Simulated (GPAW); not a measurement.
Crystal: Li2Se.

```
CELL_PARAMETERS angstrom
0.00000 3.00250 3.00250
3.00250 0.00000 3.00250
3.00250 3.00250 0.00000
ATOMIC_POSITIONS crystal
Se 0.00000 0.00000 0.00000
Li 0.75000 0.75000 0.75000
Li 0.25000 0.25000 0.25000
```

Base run:

- Program: GPAW 26.7.0
- Functional: HSE06
- Potentials or basis: GPAW PAW data sets (gpaw-data 1.2.1)
- Cutoff: 600 eV
- Basis: pw
- k mesh: 6 × 6 × 6
- Occupations: fermi-dirac, width 0.05 eV
- Spin: no spin polarisation

Its results: band gap on the k mesh 3.78 eV, indirect (least direct gap 4.28 eV).

Task: The run is repeated on the same cell with these changes: functional from HSE06 to PBE0. What comes out?

Result: Band gap on the k mesh 4.49 eV, indirect (least direct gap 4.98 eV).

A k mesh can miss the band edges.

Not every run made on this cell is shown here.
